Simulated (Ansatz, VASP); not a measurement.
**Os in VASP and in Ansatz**

```
CELL_PARAMETERS angstrom
2.75225 0.00000 0.00000
-1.37612 2.38352 0.00000
0.00000 0.00000 8.83428
ATOMIC_POSITIONS crystal
Os 0.00000 0.00000 0.00000
Os 0.00000 0.00000 0.50000
Os 0.33333 0.66667 0.25000
Os 0.66667 0.33333 0.75000
```

Alike in both runs: functional RPBE; k mesh 13 × 13 × 4; occupations fermi-dirac, width 0.1 eV; no spin polarisation.

Ansatz relaxed the structure, and its values are those at the end. VASP's run is a single point on that final structure, the one shown.

```csv
,VASP,Ansatz
version,VASP 6.6.1,Ansatz 0.2.0
potentials or method,"VASP PAW PBE potentials, release 64 (Os)","plane waves (420 eV) with PAW, scalar-relativistic"
plane-wave cutoff (eV),520,420
valence electrons in the cell,32,64
```

|  | VASP | Ansatz | Ansatz less VASP |
| --- | --- | --- | --- |
| pressure (GPa) | -0.5 | 0.0 | +0.42 |

The two sets of potentials don't hold the same shells in valence.

Caveats: the PAW data sets were made with another functional, which shifts forces and pressure a little (VASP). The runs have no spin-orbit coupling, so splittings on Os are missing.
